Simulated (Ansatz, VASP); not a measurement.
## One calculation of Ru, two programs

INCAR

```
SYSTEM = Ru
ALGO = Fast ; DIPOL = 0.5 0.5 0.500
EDIFF = 1E-6 ; EDIFFG = -0.01
ENCUT = 520 ; GGA = PE
IBRION = 2 ; IDIPOL = 3
ISIF = 2 ; ISMEAR = 0
LASPH = .True. ; LCHARG = .False.
LDIPOL = .True. ; LREAL = .False.
LWAVE = .False. ; NELM = 100
NSW = 80 ; PREC = Accurate
SIGMA = 0.1
```

KPOINTS

```
k-points
0
Gamma
  8 8 1
  0 0 0
```

POSCAR

```
Ru
1.0
    2.7060000000      0.0000000000      0.0000000000
    1.3530000000      2.3434647426      0.0000000000
    0.0000000000      0.0000000000     30.2460000000
Ru
7
Direct
    0.0000000000      0.0000000000      0.2876413410
    0.3333333333      0.3333333333      0.3584275607
    0.0000000000      0.0000000000      0.4292137803
    0.3333333333      0.3333333333      0.5000000000
    0.0000000000      0.0000000000      0.5707862197
    0.3333333333      0.3333333333      0.6415724393
    0.0000000000      0.0000000000      0.7123586590
```

Input for Ansatz:

```yaml
crystal:
  lattice:
    - [2.706, 0.0, 0.0]
    - [1.353, 2.3434647426, 0.0]
    - [0.0, 0.0, 30.246]
  atoms:
    - { symbol: Ru, position: [0.0, 0.0, 0.287641341] }
    - { symbol: Ru, position: [0.3333333333, 0.3333333333, 0.3584275607] }
    - { symbol: Ru, position: [0.0, 0.0, 0.4292137803] }
    - { symbol: Ru, position: [0.3333333333, 0.3333333333, 0.5] }
    - { symbol: Ru, position: [0.0, 0.0, 0.5707862197] }
    - { symbol: Ru, position: [0.3333333333, 0.3333333333, 0.6415724393] }
    - { symbol: Ru, position: [0.0, 0.0, 0.712358659] }
scf:
  occupations: { method: gaussian, width: 0.1 }
output:
  forces: true
  stress: false
  efg: {}
  write_density: true
  write_potential: true
  elf: true
  volumetric_format: npy
hamiltonian:
  xc: pbe
efield:
  axis: 3
  dipole_correction: true
kpoints:
  mp_grid: { grid: [8, 8, 1] }
relax:
  f_tol: 0.01
```

Alike in both runs: task relaxation of the atoms; functional PBE; k mesh 8 × 8 × 1; occupations gaussian, width 0.1 eV; no spin polarisation.

|  | VASP | Ansatz |
| --- | --- | --- |
| version | VASP 6.6.1 | Ansatz 0.2.0 |
| potentials or method | VASP PAW PBE potentials, release 64 (Ru_pv) | scalar-relativistic, plane waves, PAW |
| plane-wave cutoff (eV) | 520 | 420 |
| valence electrons in the cell | 98 | 112 |

```tsv
	VASP	Ansatz	Ansatz less VASP
gap on the k mesh at the Fermi level, each at its own relaxed structure (eV)	none	none	-
energy change over the relaxation (meV/atom)	-9	-9	-0.1
```

A gap of «none» marks a metal or a gap that the smearing closes. The two sets of potentials don't hold the same shells in valence. Ansatz warned: «gradients_without_spin_orbit».
